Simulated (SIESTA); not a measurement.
The system is BaTiO3.

```
Ba Ti O
1.0
     3.99980    0.00000    0.00000
     0.00000    3.99980    0.00000
     0.00000    0.00000    4.01800
Ba Ti O
1 1 3
Direct
  0.99557 0.99064 0.00350
  0.50254 0.49192 0.46877
  0.47922 0.51432 0.00641
  0.50273 0.00330 0.50938
  0.01995 0.49981 0.53994
```

Base run:

* Program: SIESTA 5.4.2
* Functional: PBEsol
* Potentials or basis: PseudoDojo 0.4 standard (PBEsol files)
* Basis: DZP (energy shift 0.003 Ry; two zetas on semicore shells; d shell added on Ba)
* Grid cutoff: 800 Ry
* Energy shift: 0.003 Ry
* k mesh: 7 × 7 × 7
* Occupations: fermi-dirac, width 0.05 eV
* Spin: no spin polarisation

Its results: band gap on the k mesh 1.87 eV, indirect (least direct gap 2.12 eV); pressure -0.9 GPa; largest force 1.250 eV/Å.

Question: The run is repeated on the same cell with these changes: functional from PBEsol to LDA; potentials or basis from PseudoDojo 0.4 standard (PBEsol files) to PseudoDojo 0.4 standard (LDA files). What comes out?

Answer: Band gap on the k mesh 1.83 eV, indirect (least direct gap 2.08 eV); pressure -5.6 GPa; largest force 1.297 eV/Å.

Caveats: this set's barium file shifts pressures by up to 1 GPa against other sets; spin-orbit coupling is left out, which moves the levels of the heavy elements; an odd mesh through Γ misses points on the zone boundary, where band edges often lie; the basis of atomic orbitals isn't converged, which shifts pressures, moduli and gaps; forces of over 1 eV/Å show positions far from the minimum, so gaps and moduli don't describe the material at rest.
